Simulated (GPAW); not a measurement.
Hf:

```
Hf
1.0
     0.00000    2.22000    2.22000
     2.22000    0.00000    2.22000
     2.22000    2.22000    0.00000
Hf
1
Direct
  0.00000 0.00000 0.00000
```

This isn't the form of Hf at room conditions, which is hcp.

```yaml
Program: GPAW 26.7.0
Task: single point
Functional: PBEsol
Potentials_or_basis: PAW data sets generated in the run's folder for this functional
Cutoff: 600 eV
Basis: pw
k_mesh: 10 × 10 × 10
Occupations: fermi-dirac, width 0.05 eV
Spin: no spin polarisation
```

On this cell: pressure -1.2 GPa; band gap on the k mesh none (metal or under the smearing width).

The same run follows on a disturbed copy (cell strained at random at fixed volume):

```
Hf
1.0
    -0.04347    2.20748    2.21336
     2.16276   -0.04267    2.21256
     2.17201    2.21592   -0.05192
Hf
1
Direct
  0.00193 0.98878 0.99658
```

Q: What changes?

A: The energy (extrapolated to zero smearing) moves by +8.5 meV/atom; pressure -1.1 GPa; band gap on the k mesh none (metal or under the smearing width).

Stress tensor (GPa, compression positive):
```
-0.46  1.25  1.75
 1.25 -1.37  1.61
 1.75  1.61 -1.51
```
